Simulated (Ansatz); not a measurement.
TiO2 in the fluorite structure, relaxed with r2SCAN, was run in Ansatz 0.2.0 under altered settings. All numbers are computed, without spin polarisation but where a row says otherwise.

```
Ti O
1.0
     0.00000    2.39683    2.39683
     2.39683    0.00000    2.39683
     2.39683    2.39683    0.00000
Ti O
1 2
Cartesian
  0.0000 0.0000 0.0000
  1.1984 1.1984 1.1984
  3.5952 3.5952 3.5952
```

The base run's other keys:
```yaml
kpoints:
  mp_grid: { grid: [6, 6, 6] }
hamiltonian:
  xc: r2scan
scf:
  occupations: { method: fixed }
  n_extra_bands: 4
```

It takes 8 iterations with 725 plane waves at 500 eV and 16 k points, and leaves a mean stress of +0.01 GPa. The gap over this mesh is 1.507 eV. It ran on 4 threads of Arm Neoverse V2, with other jobs on the host.

Outcomes, with energy and stress as changes against the base:
```tsv
setting	outcome	ΔF (meV/atom)	Δ mean stress (GPa)	gap on the mesh (eV)	iterations	wall time
kpoints.mp_grid.grid: [2, 2, 2]	converged, warned	+200	+4.02	1.052	8	0.48 s
kpoints.mp_grid.grid: [4, 4, 4]	converged	+0.5	-0.03	1.504	8	0.58 s
hamiltonian.xc: pbesol (cutoff then 420 eV)	converged	–	-2.73	1.085	7	0.32 s
basis.ecutwfc: 600	converged	-2.6	-0.01	1.507	8	0.75 s
kpoints.mp_grid.grid: [8, 8, 1]	converged, warned	-37	-3.04	1.402	9	0.84 s
scf.mixing.beta: 0.05	converged	0.0	0.00	1.507	8	0.65 s
scf.n_extra_bands: 1	converged	0.0	0.00	1.507	8	0.65 s
scf.occupations: gaussian 0.2	converged	0.0	0.00	1.507	8	0.69 s
scf.occupations: methfessel_paxton 0.2	converged	0.0	0.00	1.507	8	0.69 s
kpoints.mp_grid.shift: [0, 0, 0.5]	converged, warned	-0.1	0.00	1.880	8	0.89 s
scf.mixing.preconditioner: kerker	converged	0.0	0.00	1.507	7	0.64 s
scf.occupations: cold 0.001	converged	0.0	0.00	1.507	8	0.69 s
hamiltonian.xc: mr2scan	converged	–	0.00	1.507	8	0.67 s
basis.ecutwfc: 40	refused	–	–	–	–	0.1 s
```
A dash marks a value that wasn't obtained or can't be compared. Stress is positive in compression. Its mean hides that meshes of lower symmetry stress the axes unequally. The base took 0.67 s.

- kpoints.mp_grid.grid: [2, 2, 2]. The free energy moves by +200 meV an atom, the mean stress by +4.02 GPa and the gap on the mesh by -0.455 eV (to 1.052). The mesh is too coarse. Warned: metallic iterate.
- hamiltonian.xc: pbesol. The cutoff follows the functional, from 500 to 420 eV. The mean stress moves by -2.73 GPa and the gap on the mesh by -0.422 eV (to 1.085). It's another functional on the same cell, so totals aren't comparable.
- kpoints.mp_grid.grid: [8, 8, 1]. The free energy moves by -37 meV an atom, the mean stress by -3.04 GPa (single components by up to 18.7) and the gap on the mesh by -0.105 eV (to 1.402). The mesh breaks the crystal's symmetry, so the stress, and any force that symmetry no longer fixes, lose it too. The mesh is too coarse. Warned: symmetry narrowed by mesh.
- kpoints.mp_grid.shift: [0, 0, 0.5]. The free energy moves by -0.1 meV an atom, the mean stress by 0.00 GPa and the gap on the mesh by +0.373 eV (to 1.880). The mesh breaks the crystal's symmetry, so the stress, and any force that symmetry no longer fixes, lose it too. The gap changes mostly because other points are sampled; a mesh that misses a band edge overestimates it. Warned: symmetry narrowed by mesh.
- basis.ecutwfc: 40. It is rejected at once. Error: inconsistent input (scf.n_extra_bands, basis.ecutwfc, kpoints): n_bands = 16 exceeds the smallest per-k basis n_pw = 12 (k-point 11, counted from 0 among those solved) — raise basis.ecutwfc

Within 1 meV an atom, 0.1 GPa and 0.005 eV of the base stay: kpoints.mp_grid.grid: [4, 4, 4]; scf.mixing.beta: 0.05; scf.n_extra_bands: 1; scf.occupations: gaussian 0.2; scf.occupations: methfessel_paxton 0.2; scf.mixing.preconditioner: kerker; scf.occupations: cold 0.001.
